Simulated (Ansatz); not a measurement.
# The stack of honeycomb GaAs under antimonene, upper layer turned by 180° between two gates, part 2 of 3

How does the stack of honeycomb GaAs under antimonene, upper layer turned by 180° take up charge from its gate?

Ansatz 0.2.0; plane-wave DFT, PBE-D3(BJ), Ansatz PAW.

So far. Step 2 (Relaxation): The lattice constant a goes from 4.085 to 4.029 Å.

### Step 3. Gated layer, added electrons 0, start network

The slab is cut off from its images along the normal. A charged sheet stands for each gate, the layer takes the opposite charge, and a barrier ahead of the sheet keeps electrons from leaking to it. The uncharged case sets the zero; a dense mesh is needed because few carriers fill a small part of the zone.

The cell differs from the one that the last finished run ended in (c 41.430 → 41.120 Å).

File input.yaml:

```yaml
crystal:
  lattice:
    - [4.029483955, 0.0, 0.0]
    - [-2.0147419775, 3.4896354692, 0.0]
    - [0.0, 0.0, 41.1195236201]
  atoms:
    - { symbol: As, position: [0.6666666667, 0.3333333333, 0.4280205229] }
    - { symbol: Ga, position: [0.3333333333, 0.6666666667, 0.4428685489] }
    - { symbol: Sb, position: [0.6666666667, 0.3333333333, 0.5314016602] }
    - { symbol: Sb, position: [0.0, 0.0, 0.5719794771] }
  periodic: [true, true, false]
  symmetry: { detect: true }
kpoints:
  mp_grid: { grid: [72, 72, 1] }
  band_path:
    path: [[0, 0, 0], [0.5, 0, 0], [0.33333333, 0.33333333, 0], [0, 0, 0]]
    npoints: 16
hamiltonian:
  xc: pbe
  dispersion: d3bj
scf:
  occupations: { method: fermi_dirac, width: 0.02585 }
  convergence: { dr2_threshold: 1.0e-10 }
output:
  forces: true
  eigenvalues: true
  dos: { projected: true, e_range: [-3, 3], de: 0.01 }
  write_potential: true
  write_density: true
  volumetric_format: npy
  elf: true
external_charges:
  - { charge: 0, barrier: 10, axis: 3, height: 28.02, sigma: 0.25 }
  - { charge: 0, barrier: 10, axis: 3, height: 13.1, sigma: 0.25 }
```

Run with:

```sh
$ ansatz run input.yaml --threads 4 --pin off --max-ram 12288MiB --backend cpu --events-out ev --progress --plain --runs-dir out
```

Numbers of over 12 decimals in the logs are rounded to 6 here.

What it wrote:

```text
[...]
Crystal: 4 atoms, lattice volume = 578.199 Å³
Basis set: ecut = 420 eV, 11345 PW (Γ), exchange–correlation on 54×54×576 points (8 copies of the dense FFT grid, shifted against one another)
Bands: 35, of which v1, the nominal top of the filled ones, is band 29 counted from 1 (28 counted from 0)
Symmetry: 6 space group operations
[...]
k-points: 469 of 5184 (time reversal used)
[...]
SCF iter   1: F=—  HF=-21608.795185 eV  |F-HF|=—  |Δ(HF+E_count)|=         —  Δρ=1.20e-3  dr2=3.82e-2  ethr=1.77e-3  ⟨swp⟩=18.5  Hψ=127951  notcnv=0  defer=32
[...]
SCF iter  11: F=-21608.789553 eV  HF=-21608.789553 eV  |F-HF|=1.46e-11  |Δ(HF+E_count)|=   3.60e-9  Δρ=4.43e-8  dr2=2.71e-11  ethr=1.00e-12  ⟨swp⟩=23.2  Hψ=131365  notcnv=0
SCF 1 converged in 11 iterations: F = -21608.789553 eV  dr2 = 2.71e-11
[...]
NSCF: frozen V_eff on 49 k-points
[...]
SCF converged after 11 iterations
Free energy (F): -21608.789553 eV
[...]
Internal energy: -21608.789553 eV  (E = F + TS)
E sigma→0 (E₀):  -21608.789553 eV
Entropy (-TS):   -0.000000 eV (-0.000 meV/atom)
Fermi energy:    -4.537349 eV
[...]
--- Forces (eV/Å), atoms and charges each counted from 1 ---
  atom   1  As     0.00000000     0.00000000     0.00033992
  atom   2  Ga     0.00000000    -0.00000000    -0.00130414
  atom   3  Sb     0.00000000    -0.00000000    -0.00151655
  atom   4  Sb     0.00000000     0.00000000     0.00168027
  external charge   1     0.00000000     0.00000000     0.00161156
  external charge   2     0.00000000     0.00000000    -0.00081083
  max |Σ_I F_I| component, the external charges' with the atoms': 2.30e-7 eV/Å
--- Band table (eV; the first three rows and the last of 469) ---
  k-point 0: bands = [... 25 lower, -5.4091, -5.4091, -4.8364, -4.8364, -4.1043, -3.1194, -2.0835, -2.0835, ... 2 higher]
  k-point 1: bands = [... 25 lower, -5.4384, -5.4132, -4.8669, -4.8421, -4.0713, -3.0934, -2.0915, -2.0782, ... 2 higher]
  k-point 2: bands = [... 25 lower, -5.5106, -5.4251, -4.9528, -4.8590, -3.9818, -3.0220, -2.1141, -2.0625, ... 2 higher]
  k-point 468: bands = [... 25 lower, -8.4585, -7.0475, -6.9527, -5.2979, -4.2254, -3.0835, -1.7173, -1.4643, ... 2 higher]
```

The job ended after 6.8 min (4 threads of Arm Neoverse V1, shared host; peak memory 5.7 GiB; 27 min of CPU time).

The column dr2 measures how far the density is from self-consistency, as an energy; F and HF (Harris–Foulkes) agree once it is small.

This step gave:

```
gap along the path                                                                  : 0.6110 eV
smallest direct gap along the path                                                  : 0.7321 eV
gap, the smaller of path and mesh                                                   : 0.6110 eV
potential beyond the upper barrier and gate, less the barrier, from the Fermi level : 4.262 eV
```

Running mean over a fixed 2.7 Å (it still follows the layers) of the planar mean; beyond a gate it holds the 10 eV model barrier. Table of electron's electrostatic potential energy less the Fermi level by z:

```csv
z (Å),electron's electrostatic potential energy less the Fermi level (eV)
4,14.8
6,14.8
8,14.8
10,14.8
12,13.8
14,6.50
16,2.91
18,-2.85
20,1.34
22,-4.21
24,-2.12
26,3.93
28,9.19
30,14.3
32,14.3
34,14.3
36,14.3
```

The density of states has structure finer than the step of the table below, so its rows give means over 0.2 eV, whole bins alone (the curve runs from -3 to 2.31 eV). Peaks (eV: height): -2.26: 8.30, -2.20: 6.42, -1.89: 7.08, -1.12: 6.85, -1.02: 7.48, -0.95: 10.3, 1.77: 6.79.

Table of density of states by energy, zero at the Fermi level of the run, which the smearing sets inside the gap; means over each step:

energy (eV), density of states (states/eV a cell) and a bar:
```
     -2.8        2.5 ############
     -2.6        2.2 ###########
     -2.4        3.6 #################
     -2.2        5.5 ##########################
     -2.0        4.9 ########################
     -1.8        3.4 ################
     -1.6        1.4 #######
     -1.4        1.6 ########
     -1.2        4.3 #####################
     -1.0        6.2 ##############################
     -0.8        1.1 #####
     -0.6        0.3 ##
     -0.4        0.3 #
     -0.2        0.0 
      0.0        0.0 
      0.2        0.0 
      0.4        0.5 ##
      0.6        1.1 #####
      0.8        3.4 ################
      1.0        1.7 ########
      1.2        1.5 #######
      1.4        2.4 ###########
      1.6        3.1 ###############
      1.8        4.6 ######################
      2.0        2.3 ###########
      2.2        1.9 #########
```

Projected DOS per atom over height of the atomic layer and energy from the Fermi level. Layers: As Ga Sb Sb from below.

Ten even steps from '_' (0.00 states/eV) to '@' (1.77 states/eV), each cell a mean:
```
::::::::
--====--
--++**++
::------
....::::
..::::--
::++::==
__..____
________
________
________
________
..__....
@@..@@%%
@@::++++
::....::
::..::::
##--##%%
%%==##%%
##==--==
--::==--
::..==--
```
Columns: height of the atomic layer (Å) from 17.6 to 23.5 (not evenly spaced); rows upwards: energy from the Fermi level (eV) from -2.98 to 2.27.

Electronic bands along the path, in eV, zero at the Fermi level of the run, which the smearing sets inside the gap:

```csv
point,band 26,band 27,band 28,band 29,band 30,band 31,band 32,band 33
Γ,-0.87,-0.87,-0.30,-0.30,0.43,1.42,2.45,2.45
halfway,-2.34,-1.70,-1.32,-0.99,0.81,1.81,2.85,3.11
M,-2.29,-2.28,-1.97,-1.23,0.67,1.32,1.64,2.26
halfway,-3.28,-2.70,-2.21,-0.97,0.67,1.72,2.59,2.66
K,-3.92,-2.51,-2.42,-0.76,0.31,1.45,2.82,3.07
halfway,-2.35,-2.30,-2.16,-0.94,1.51,2.08,2.62,3.40
Γ,-0.87,-0.87,-0.30,-0.30,0.43,1.42,2.45,2.45
```

ELF in the ca plane at fractional y = 0.333, with atoms of As and Sb within 0.2 Å of it. It is the smooth field of the valence electrons, not physical close to the nuclei.

Ten even steps from '0' (0.00) to '9' (0.83), each cell a mean:
```
00000000000000013578878875301477545666544321
00000000000000136899876776302685423455321100
00000000000001257999633676302774100234210000
00000000000001258999522566303873000233200000
00000000000000247999744676302774101344210000
00000000000000135899877776301686433455422100
00000000000000013567777775300377555666554321
00000000000000000123455554300134445665567653
00000000000000000001233344210001123454568864
00000000000000000001233344210001123554568764
00000000000000001234566654300135555665567642
```
Columns run along c (16.0 Å, from fractional 0.24 to 0.63 of the cell), rows up along a (4.0 Å). Atoms in or near the plane, at fractional coordinates: As at (0.43, 0.67), Sb at (0.53, 0.67).

Electrostatic potential energy in the ca plane at fractional y = 0.333, with atoms of As and Sb within 0.2 Å of it. With pseudopotentials it is smooth inside the atoms' cores, unlike the true potential.

Ten even steps from '0' (-30 eV) to '9' (10 eV), each cell a mean:
```
99987777777776544566777665433566666777777777
99987777777764222356777652000256667777777777
99987777777763487246777640000046677777777777
99987777777752699336777630000036677777777777
99987777777763375246777640000046677777777777
99987777777765322356777653101356667777777777
99987777777776555566777765434566666777777777
99987777777777666666677766666655566677777777
99987777777777665566677777666654456677777777
99987777777777665566677777666654456677777777
99987777777777666666777766666655566677777777
```
Columns run along c (16.0 Å, from fractional 0.29 to 0.68 of the cell; values clipped at the 3rd and 97th percentile), rows up along a (4.0 Å). Atoms in or near the plane, at fractional coordinates: As at (0.43, 0.67), Sb at (0.53, 0.67).

Valence density in the ca plane at fractional y = 0.333, with atoms of As and Sb within 0.2 Å of it. It is the smooth field of the valence electrons, not physical close to the nuclei.

Ten steps, logarithmic in the rise over the least value, from '0' (0 e/Å³) to '9' (26 e/Å³), each cell a mean:
```
00000000000001122110000001122111000000000000
00000000000011344210000012443211000000000000
00000000000013688421000024686311000000000000
00000000000013799521000124797421000000000000
00000000000012587411000013676311000000000000
00000000000001343210000012343211000000000000
00000000000001111110000001111111100000000000
00000000000000011110000000011111110000000000
00000000000000001100000000000111110000000000
00000000000000001100000000000111110000000000
00000000000000011110000000011111110000000000
```
Columns run along c (16.0 Å, from fractional 0.29 to 0.68 of the cell), rows up along a (4.0 Å). Atoms in or near the plane, at fractional coordinates: As at (0.43, 0.67), Sb at (0.53, 0.67).

The gap, the smaller of path and mesh, is 0.611 eV.

### Step 4. Gated layer, added electrons 1×10¹³ per cm²

input.yaml: that of step 3 with these lines changed.

```diff
@@ -12,2 +12,3 @@
   symmetry: { detect: true }
+total_charge: -0.014062
 kpoints:
@@ -26,3 +27,2 @@
   eigenvalues: true
-  dos: { projected: true, e_range: [-3, 3], de: 0.01 }
   write_potential: true
@@ -30,5 +30,6 @@
   volumetric_format: npy
-  elf: true
 external_charges:
   - { charge: 0, barrier: 10, axis: 3, height: 28.02, sigma: 0.25 }
+  - { charge: 0.007031, axis: 3, height: 29.52, sigma: 0.5 }
   - { charge: 0, barrier: 10, axis: 3, height: 13.1, sigma: 0.25 }
+  - { charge: 0.007031, axis: 3, height: 11.6, sigma: 0.5 }
```

What it wrote:

```text
[...]
Crystal: 4 atoms, lattice volume = 578.199 Å³
Basis set: ecut = 420 eV, 11345 PW (Γ), exchange–correlation on 54×54×576 points (8 copies of the dense FFT grid, shifted against one another)
Bands: 35, of which v1, the nominal top of the filled ones, is band 29 counted from 1 (28 counted from 0)
Symmetry: 6 space group operations
[...]
k-points: 469 of 5184 (time reversal used)
[...]
SCF iter  15: F=-21608.846429 eV  HF=-21608.846429 eV  |F-HF|=1.16e-10  |Δ(HF+E_count)|=  2.18e-11  Δρ=1.94e-8  dr2=3.36e-12  ethr=1.00e-12  ⟨swp⟩=8.5  Hψ=87003  notcnv=0
SCF 1 converged in 15 iterations: F = -21608.846429 eV  dr2 = 3.36e-12
[...]
SCF converged after 15 iterations
Free energy (F): -21608.846429 eV
[...]
Internal energy: -21608.845717 eV  (E = F + TS)
E sigma→0 (E₀):  -21608.846073 eV
Entropy (-TS):   -0.000712 eV (-0.178 meV/atom)
Fermi energy:    -3.789576 eV
[...]
--- Forces (eV/Å), atoms and charges each counted from 1 ---
  atom   1  As     0.00000000     0.00000000    -0.00828410
  atom   2  Ga     0.00000000    -0.00000000     0.01577291
  atom   3  Sb     0.00000000    -0.00000000    -0.01479803
  atom   4  Sb     0.00000000     0.00000000     0.00642107
  external charge   1     0.00000000     0.00000000     0.00178729
  external charge   2     0.00000000     0.00000000    -0.00031801
  external charge   3     0.00000000     0.00000000    -0.00089941
  external charge   4     0.00000000     0.00000000     0.00031804
  max |Σ_I F_I| component, the external charges' with the atoms': 2.43e-7 eV/Å
--- Band table (eV; the first three rows and the last of 469) ---
  k-point 0: bands = [... 25 lower, -4.9935, -4.9935, -4.4136, -4.4136, -3.6949, -2.7052, -1.6608, -1.6608, ... 2 higher]
  k-point 1: bands = [... 25 lower, -5.0232, -4.9976, -4.4442, -4.4193, -3.6618, -2.6792, -1.6688, -1.6555, ... 2 higher]
  k-point 2: bands = [... 25 lower, -5.0968, -5.0095, -4.5302, -4.4362, -3.5720, -2.6078, -1.6916, -1.6398, ... 2 higher]
  k-point 468: bands = [... 25 lower, -8.0434, -6.6260, -6.5355, -4.8893, -3.8079, -2.6684, -1.3030, -1.0528, ... 2 higher]
```

It took 8.4 min on 4 threads; peak memory 5.6 GiB.

This step gave:

```yaml
energy_at_zero_smearing: -21608.8461 eV
potential_beyond_the_upper_barrier_and_gate_less_the_barrier_from_the_fermi_level: 3.524 eV
```

Electronic bands along the path, in eV, zero at the Fermi level:

```csv
point,band 26,band 27,band 28,band 29,band 30,band 31,band 32,band 33
Γ,-1.20,-1.20,-0.62,-0.62,0.09,1.08,2.13,2.13
halfway,-2.68,-2.03,-1.65,-1.32,0.48,1.47,2.51,2.78
M,-2.62,-2.61,-2.29,-1.56,0.34,0.99,1.31,1.92
halfway,-3.61,-3.03,-2.54,-1.31,0.34,1.39,2.25,2.33
K,-4.25,-2.84,-2.75,-1.10,-0.02,1.12,2.49,2.74
halfway,-2.68,-2.63,-2.50,-1.27,1.17,1.75,2.29,3.07
Γ,-1.20,-1.20,-0.62,-0.62,0.09,1.08,2.13,2.13
```

Against the uncharged case this takes +0.75 V.

### Step 5. Gated layer, added electrons 2×10¹³ per cm²

input.yaml: that of step 4 with these lines changed.

```diff
@@ -12,3 +12,3 @@
   symmetry: { detect: true }
-total_charge: -0.014062
+total_charge: -0.028122
 kpoints:
@@ -32,4 +32,4 @@
   - { charge: 0, barrier: 10, axis: 3, height: 28.02, sigma: 0.25 }
-  - { charge: 0.007031, axis: 3, height: 29.52, sigma: 0.5 }
+  - { charge: 0.014061, axis: 3, height: 29.52, sigma: 0.5 }
   - { charge: 0, barrier: 10, axis: 3, height: 13.1, sigma: 0.25 }
-  - { charge: 0.007031, axis: 3, height: 11.6, sigma: 0.5 }
+  - { charge: 0.014061, axis: 3, height: 11.6, sigma: 0.5 }
```

What it wrote:

```text
[...]
Crystal: 4 atoms, lattice volume = 578.199 Å³
Basis set: ecut = 420 eV, 11345 PW (Γ), exchange–correlation on 54×54×576 points (8 copies of the dense FFT grid, shifted against one another)
Bands: 35, of which v1, the nominal top of the filled ones, is band 29 counted from 1 (28 counted from 0)
Symmetry: 6 space group operations
[...]
k-points: 469 of 5184 (time reversal used)
[...]
--- Band table (eV; the first three rows and the last of 469) ---
  k-point 0: bands = [... 25 lower, -4.5787, -4.5787, -3.9930, -3.9930, -3.2864, -2.2935, -1.2403, -1.2403, ... 2 higher]
  k-point 1: bands = [... 25 lower, -4.6088, -4.5827, -4.0237, -3.9987, -3.2532, -2.2675, -1.2484, -1.2350, ... 2 higher]
  k-point 2: bands = [... 25 lower, -4.6839, -4.5947, -4.1098, -4.0156, -3.1631, -2.1961, -1.2713, -1.2194, ... 2 higher]
  k-point 468: bands = [... 25 lower, -7.6291, -6.2066, -6.1204, -4.4817, -3.3919, -2.2550, -0.8908, -0.6436, ... 2 higher]
[key lines of the parts left out:]
SCF converged after 16 iterations
Free energy (F): -21608.897064 eV
Fermi energy:    -3.338640 eV
```

Elapsed: 8.4 min, on 4 threads; peak memory 5.6 GiB; 34 min of CPU time.

Against the uncharged case this takes +1.20 V.

### Step 6. Gated layer, added electrons 4×10¹³ per cm²

input.yaml: that of step 5 with these lines changed.

```diff
@@ -12,3 +12,3 @@
   symmetry: { detect: true }
-total_charge: -0.028122
+total_charge: -0.056246
 kpoints:
@@ -32,4 +32,4 @@
   - { charge: 0, barrier: 10, axis: 3, height: 28.02, sigma: 0.25 }
-  - { charge: 0.014061, axis: 3, height: 29.52, sigma: 0.5 }
+  - { charge: 0.028123, axis: 3, height: 29.52, sigma: 0.5 }
   - { charge: 0, barrier: 10, axis: 3, height: 13.1, sigma: 0.25 }
-  - { charge: 0.014061, axis: 3, height: 11.6, sigma: 0.5 }
+  - { charge: 0.028123, axis: 3, height: 11.6, sigma: 0.5 }
```

What it wrote:

```text
[...]
Crystal: 4 atoms, lattice volume = 578.199 Å³
Basis set: ecut = 420 eV, 11345 PW (Γ), exchange–correlation on 54×54×576 points (8 copies of the dense FFT grid, shifted against one another)
Bands: 35, of which v1, the nominal top of the filled ones, is band 29 counted from 1 (28 counted from 0)
Symmetry: 6 space group operations
[...]
k-points: 469 of 5184 (time reversal used)
[...]
--- Band table (eV; the first three rows and the last of 469) ---
  k-point 0: bands = [... 25 lower, -3.7501, -3.7501, -3.1600, -3.1600, -2.4710, -1.4787, -0.4075, -0.4075, ... 2 higher]
  k-point 1: bands = [... 25 lower, -3.7810, -3.7541, -3.1908, -3.1657, -2.4375, -1.4527, -0.4157, -0.4022, ... 2 higher]
  k-point 2: bands = [... 25 lower, -3.8593, -3.7661, -3.2772, -3.1826, -2.3468, -1.3814, -0.4390, -0.3866, ... 2 higher]
  k-point 468: bands = [... 25 lower, -6.8016, -5.3753, -5.2982, -3.6682, -2.5652, -1.4330, -0.0737, 0.1672, ... 2 higher]
[key lines of the parts left out:]
SCF converged after 14 iterations
Free energy (F): -21608.980680 eV
Fermi energy:    -2.457588 eV
```

Elapsed: 8.4 min, on 4 threads; peak memory 5.6 GiB; 34 min of CPU time.

Electronic bands along the path, in eV, zero at the Fermi level:

```csv
point,band 26,band 27,band 28,band 29,band 30,band 31,band 32,band 33
Γ,-1.29,-1.29,-0.70,-0.70,-0.01,0.98,2.05,2.05
halfway,-2.78,-2.12,-1.73,-1.43,0.39,1.38,2.41,2.70
M,-2.71,-2.70,-2.37,-1.67,0.24,0.90,1.21,1.82
halfway,-3.70,-3.11,-2.63,-1.42,0.25,1.29,2.15,2.23
K,-4.34,-2.92,-2.84,-1.21,-0.11,1.02,2.38,2.62
halfway,-2.77,-2.71,-2.60,-1.37,1.07,1.65,2.20,2.96
Γ,-1.29,-1.29,-0.70,-0.70,-0.01,0.98,2.05,2.05
```

Against the uncharged case this takes +2.08 V.

### Step 7. Gated layer, added electrons 7×10¹³ per cm²

input.yaml: that of step 6 with these lines changed.

```diff
@@ -12,3 +12,3 @@
   symmetry: { detect: true }
-total_charge: -0.056246
+total_charge: -0.09843
 kpoints:
@@ -32,4 +32,4 @@
   - { charge: 0, barrier: 10, axis: 3, height: 28.02, sigma: 0.25 }
-  - { charge: 0.028123, axis: 3, height: 29.52, sigma: 0.5 }
+  - { charge: 0.049215, axis: 3, height: 29.52, sigma: 0.5 }
   - { charge: 0, barrier: 10, axis: 3, height: 13.1, sigma: 0.25 }
-  - { charge: 0.028123, axis: 3, height: 11.6, sigma: 0.5 }
+  - { charge: 0.049215, axis: 3, height: 11.6, sigma: 0.5 }
```

What it wrote:

```text
[...]
Crystal: 4 atoms, lattice volume = 578.199 Å³
Basis set: ecut = 420 eV, 11345 PW (Γ), exchange–correlation on 54×54×576 points (8 copies of the dense FFT grid, shifted against one another)
Bands: 35, of which v1, the nominal top of the filled ones, is band 29 counted from 1 (28 counted from 0)
Symmetry: 6 space group operations
[...]
k-points: 469 of 5184 (time reversal used)
[...]
--- Band table (eV; the first three rows and the last of 469) ---
  k-point 0: bands = [... 25 lower, -2.5138, -2.5138, -1.9301, -1.9301, -1.2558, -0.2787, 0.8221, 0.8221, ... 2 higher]
  k-point 1: bands = [... 25 lower, -2.5459, -2.5178, -1.9611, -1.9358, -1.2219, -0.2527, 0.8137, 0.8274, ... 2 higher]
  k-point 2: bands = [... 25 lower, -2.6290, -2.5297, -2.0478, -1.9527, -1.1304, -0.1817, 0.7898, 0.8430, ... 2 higher]
  k-point 468: bands = [... 25 lower, -5.5671, -4.1468, -4.0839, -2.4559, -1.3395, -0.2138, 1.1333, 1.3639, ... 2 higher]
[key lines of the parts left out:]
SCF converged after 14 iterations
Free energy (F): -21609.062868 eV
Fermi energy:    -1.162950 eV
```

Run time: 8.5 min. Hardware: 4 threads; peak memory 5.6 GiB.

The electronic bands at the labelled points (eV, zero at the Fermi level):

```csv
point,band 26,band 27,band 28,band 29,band 30,band 31,band 32,band 33
Γ,-1.35,-1.35,-0.77,-0.77,-0.09,0.88,1.99,1.99
halfway,-2.86,-2.18,-1.79,-1.51,0.30,1.30,2.33,2.63
M,-2.77,-2.77,-2.44,-1.75,0.16,0.83,1.13,1.73
halfway,-3.76,-3.18,-2.70,-1.50,0.18,1.21,2.06,2.15
K,-4.40,-2.98,-2.92,-1.29,-0.18,0.95,2.30,2.53
halfway,-2.83,-2.78,-2.69,-1.46,0.99,1.57,2.13,2.85
Γ,-1.35,-1.35,-0.77,-0.77,-0.09,0.88,1.99,1.99
```

Against the uncharged case this takes +3.37 V.

(Part 2 of 3 ends here.)

[Logs are printed without paths, hosts, clocks, repeated set-up lines and the standing remarks that a program may print on its own settings, such as how far it seeks lower states.]

[Hosts, paths, dates, database ids (printed as entryN), source tags and the programs' standing remarks are cut or masked in the printed files.]

[Maps of the electrostatic potential energy from Ansatz leave out the sawtooth potential of an applied field or a dipole correction, so their vacuum need not be flat; planar profiles and work functions include it.]
